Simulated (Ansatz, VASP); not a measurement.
Two plane-wave programs on Os

```
CELL_PARAMETERS angstrom
2.73496 0.00000 0.00000
-1.36748 2.36855 0.00000
0.00000 0.00000 4.32683
ATOMIC_POSITIONS crystal
Os 0.33333 0.66667 0.25000
Os 0.66667 0.33333 0.75000
```

Alike in both runs: functional PBE; dispersion D3(BJ); k mesh 18 × 18 × 10; occupations gaussian, width 0.1 eV; no spin polarisation.

Ansatz relaxed the structure, and its values are those at the end. VASP's run is a single point on that final structure, the one shown.

```csv
,VASP,Ansatz
version,VASP 6.6.1,Ansatz 0.2.0
potentials or method,"VASP PAW PBE potentials, release 64 (Os)","scalar-relativistic, plane waves, PAW"
plane-wave cutoff (eV),520,420
valence electrons in the cell,16,32
```

|  | VASP | Ansatz | Ansatz less VASP |
| --- | --- | --- | --- |
| gap on the k mesh at the Fermi level (eV) | none | none | - |
| pressure (GPa) | 0.0 | 0.0 | 0.00 |

A gap of «none» marks a metal or a gap that the smearing closes. The two sets of potentials don't hold the same shells in valence.

Caveats: pairwise dispersion overbinds metals, which lowers pressure and volume. The runs have no spin-orbit coupling, so splittings on Os are missing.
